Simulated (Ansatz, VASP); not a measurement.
**One calculation of CdS, two programs**

```
CELL_PARAMETERS angstrom
0.00000 2.91650 2.91650
2.91650 0.00000 2.91650
2.91650 2.91650 0.00000
ATOMIC_POSITIONS crystal
Cd 0.00000 0.00000 0.00000
S 0.25000 0.25000 0.25000
```

Alike in both runs: task single point; functional PBE; k mesh 8 × 8 × 8; occupations gaussian, width 0.05 eV; no spin polarisation.

|  | VASP | Ansatz |
| --- | --- | --- |
| version | VASP 6.6.1 | Ansatz 0.2.0 |
| potentials or method | VASP PAW PBE potentials, release 64 (Cd, S) | scalar-relativistic, plane waves, PAW |
| plane-wave cutoff (eV) | 520 | 420 |
| valence electrons in the cell | 18 | 26 |

Ansatz gave:

```
gap on the k mesh at the Fermi level (eV) : 1.15
pressure (GPa)                            : 2.8
```

Question: Estimate VASP's values.

Answer: gap on the k mesh at the Fermi level (eV): 1.15; pressure (GPa): 3.2.

The two sets of potentials don't hold the same shells in valence.
